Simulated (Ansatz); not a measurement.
**Contact densities of CdS against volume**

```
Cd S
1.0
     0.00000    2.91000    2.91000
     2.91000    0.00000    2.91000
     2.91000    2.91000    0.00000
Cd S
1 1
Direct
  0.00000 0.00000 0.00000
  0.75000 0.75000 0.75000
```

Atom numbers follow the list: Cd1, S2.

Conventional cell: a = 5.820 Å, b = 5.820 Å, c = 5.820 Å, α = 90.00°, β = 90.00°, γ = 90.00°. Around Cd (atom 1) lie 4 S at 2.52 Å. S (atom 2) is surrounded by 4 Cd at 2.52 Å.

The cell is COD entry 1011260, as deposited and not checked against the literature; nothing was relaxed. It is an old determination, and later ones may differ.

Theory: Ansatz 0.2.0, DFT, PBE, all-electron PAW with datasets made for the crystal, scalar-relativistic.

Sampling and basis: a Γ-centred 8×8×8 k mesh, Fermi–Dirac smearing of 0.01 eV, cutoff 260 eV (chosen by the program for this cell), no spin polarisation.

The contact density is the mean electron density over the nuclear volume; its changes follow the s electrons' response to bonding and compression. Changes below are taken from the unscaled cell, where it is 1.03588e+06 e/Å³ at Cd1, 19784.5 e/Å³ at S2.

The datasets are made afresh for each cell, so very small changes are uncertain.

Question: Does compression raise or lower the contact density at S2?

Answer: It lowers it, by 0.86 e/Å³ over the whole range.

Question: Tabulate the changes with volume.

Answer: 
| V/V(cell) | P (GPa) | Δρ(0) Cd1 (e/Å³) | Δρ(0) S2 (e/Å³) |
| --- | --- | --- | --- |
| 0.9600 | 6.4 | 2.02 | -0.44 |
| 1.0000 | 3.3 | 0.00 | 0.00 |
| 1.0400 | 0.9 | -1.66 | 0.42 |
